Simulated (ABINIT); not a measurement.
Ta:

```
CELL_PARAMETERS angstrom
2.90037 0.00000 0.00000
-1.45019 2.51180 0.00000
0.00000 0.00000 5.16627
ATOMIC_POSITIONS crystal
Ta 0.33333 0.66667 0.25000
Ta 0.66667 0.33333 0.75000
```

This isn't the form of Ta at room conditions, which is bcc.

Base run:

* Program: ABINIT 10.8.3 (patched build)
* Functional: LDA
* Potentials or basis: PseudoDojo NC SR LDA v0.4.1 standard
* Cutoff: 707 eV
* k mesh: 18 × 18 × 8, shifted
* Occupations: fermi-dirac, width 0.2 eV
* Spin: no spin polarisation

Its results: pressure -12.2 GPa.

**Question.** The run is repeated on the same cell with these changes: k mesh from 18 × 18 × 8, shifted to 8 × 8 × 4; occupations from fermi-dirac, width 0.2 eV to fermi-dirac, width 0.05 eV. What comes out?

**Answer.** Pressure -13.1 GPa.

Not every run made on this cell is shown here.
